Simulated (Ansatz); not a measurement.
Relax this structure to zero stress and force, keeping its symmetry:

```
CELL_PARAMETERS angstrom
0.00000 3.30869 3.30869
3.30869 0.00000 3.30869
3.30869 3.30869 0.00000
ATOMIC_POSITIONS crystal
Cd 0.00000 0.00000 0.00000
Te 0.25000 0.25000 0.25000
```

These are results of DFT PBE, scalar-relativistic, plane waves, PAW (Ansatz), not measurements.

Settings: cutoff 420 eV, Γ-centred mesh 10×10×10 on the computed 2-atom cell, Gaussian smearing of 0.02 eV; no spin polarisation.

Question: What does it relax to?

Answer: The volume doesn't move by more than 0.01 Å³/atom to 36.22 Å³/atom, and the energy changes by under 0.1 meV/atom. Final structure:
```yaml
crystal:
  lattice:
    - [0.00000, 3.30869, 3.30869]
    - [3.30869, 0.00000, 3.30869]
    - [3.30869, 3.30869, 0.00000]
  atoms:
    - { symbol: Cd, position: [0.00000, 0.00000, 0.00000] }
    - { symbol: Te, position: [0.25000, 0.25000, 0.25000] }
```